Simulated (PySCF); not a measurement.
Sn in PySCF: the effect of dispersion

The system is Sn.

```xyz
2
Lattice="-2.9401 2.9401 1.5993 2.9401 -2.9401 1.5993 2.9401 2.9401 -1.5993" Properties=species:S:1:pos:R:3 pbc="T T T"
Sn    0.0000    0.0000    0.0000
Sn    0.0000    2.9401    0.7997
```

Alike in all runs:

- Program: PySCF 2.14.0
- Task: equation of state
- Functional: r2SCAN
- Potentials or basis: DZVP-MOLOPT-SR/GTH-PBE (potentials made for PBE)
- k mesh: 7 × 7 × 7
- Occupations: fermi-dirac, width 0.05 eV
- Spin: no spin polarisation

**Question.** One run gave: V0 of scaled cells 28.84 Å³/atom; B0 47 GPa. Which dispersion did it use?
A. D3(BJ)
B. none
C. D4
D. D3(BJ) with the three-body term

**Answer.** B.

```tsv
dispersion	V0 of scaled cells (Å³/atom)	B0 (GPa)
none	28.84	47
D3(BJ)	28.25	50
D4	28.42	49
D3(BJ) with the three-body term	28.35	50
```

Caveats: the potentials were made for another functional, which shifts forces and pressure; the cell was scaled at fixed shape and fractional positions, which overstates the stiffness of a crystal with free parameters, most of all of layers and chains; the basis of atomic orbitals isn't converged, which shifts pressures, moduli and gaps; these D3(BJ) parameters were fitted with the three-body term, which the run leaves out (some runs).
